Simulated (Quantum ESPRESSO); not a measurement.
MnO2: single point with revPBE+U

Crystal: MnO2.

```
CELL_PARAMETERS angstrom
1.41785 0.81859 4.28669
-1.41785 0.81859 4.28669
0.00000 -1.63719 4.28669
ATOMIC_POSITIONS crystal
Mn 0.00000 0.00000 0.00000
O 0.25200 0.25200 0.25200
O 0.74800 0.74800 0.74800
```

The cell was built by a generator and needn't be a form met in nature.

```yaml
Program: Quantum ESPRESSO 7.5
Task: single point
Functional: revPBE
Potentials_or_basis: PseudoDojo 0.4.1 SR PBE standard
Cutoff: 1306 eV
Density_cutoff: 5225 eV
k_mesh: 8 × 8 × 8
Occupations: gaussian, width 0.05 eV
Spin: collinear spin, ferromagnetic start
Starting_moments: "[3.0, 0.0, 0.0] μB"
Hubbard_terms: Mn d U = 7 eV
```

```json
{
  "Pressure": "20.1 GPa",
  "Largest force": "0.641 eV/Å",
  "Band gap on the k mesh": "0.60 eV, indirect (least direct gap 0.90 eV)",
  "Net moment": "3.00 μB per cell",
  "Absolute moment": "4.42 μB per cell",
  "Site moments": "Mn +3.20; O -0.33 μB",
  "Valence electrons inside the program's atomic spheres": "Mn 11.86; O 5.33"
}
```

Forces on the atoms (eV/Å):
```
Mn   0.000  0.000  0.000
O    0.000  0.000  0.641
O    0.000  0.000 -0.641
```

Stress tensor (GPa, compression positive):
```
27.09  0.00  0.00
 0.00 27.09  0.00
 0.00  0.00  6.18
```

Levels at points of the mesh, in eV from the valence-band top:
Spin up:
```
              k point  band 13  band 14  band 15  band 16  band 17  band 18
   (0.00, 0.00, 0.00)    -0.66    -0.66     0.00     2.14     2.14     7.55
  (0.00, 0.00, -0.50)    -1.93    -1.91    -1.87     1.31     1.91    11.95
 (0.00, -0.50, -0.50)    -2.44    -2.21    -1.32     2.00     2.22    10.95
(-0.50, -0.50, -0.50)    -0.85    -0.85    -0.83     2.26     2.26     9.45
```
Spin down:
| k point | band 8 | band 9 | band 10 | band 11 | band 12 | band 13 | band 14 | band 15 | band 16 | band 17 |
| --- | --- | --- | --- | --- | --- | --- | --- | --- | --- | --- |
| (0.00, 0.00, 0.00) | -3.78 | -3.78 | -1.27 | -1.27 | -0.68 | 4.14 | 4.14 | 4.81 | 4.81 | 5.17 |
| (0.00, 0.00, -0.50) | -4.26 | -3.49 | -3.26 | -2.39 | -2.32 | 4.12 | 4.27 | 4.61 | 5.38 | 5.48 |
| (0.00, -0.50, -0.50) | -4.76 | -3.23 | -2.66 | -2.19 | -1.87 | 3.90 | 4.38 | 4.71 | 5.38 | 5.52 |
| (-0.50, -0.50, -0.50) | -3.68 | -3.31 | -2.87 | -1.46 | -1.46 | 4.11 | 4.11 | 4.90 | 4.90 | 5.02 |

Eigenvalues of the final occupation matrices:
```csv
site,spin,trace,eigenvalues
Mn 1 3d,1,4.55,0.78 0.78 0.99 1.00 1.00
Mn 1 3d,2,1.06,0.09 0.10 0.10 0.38 0.38
```

Run time: 2.5 min on 2 MPI ranks on Arm Neoverse V2 (shared host), peak memory 0.44 GiB a rank.

Caveat: the potentials were made for another functional, which shifts forces and pressure; a cell with one magnetic atom can't hold antiferromagnetic order, which such compounds often take. A k mesh can miss the band edges.
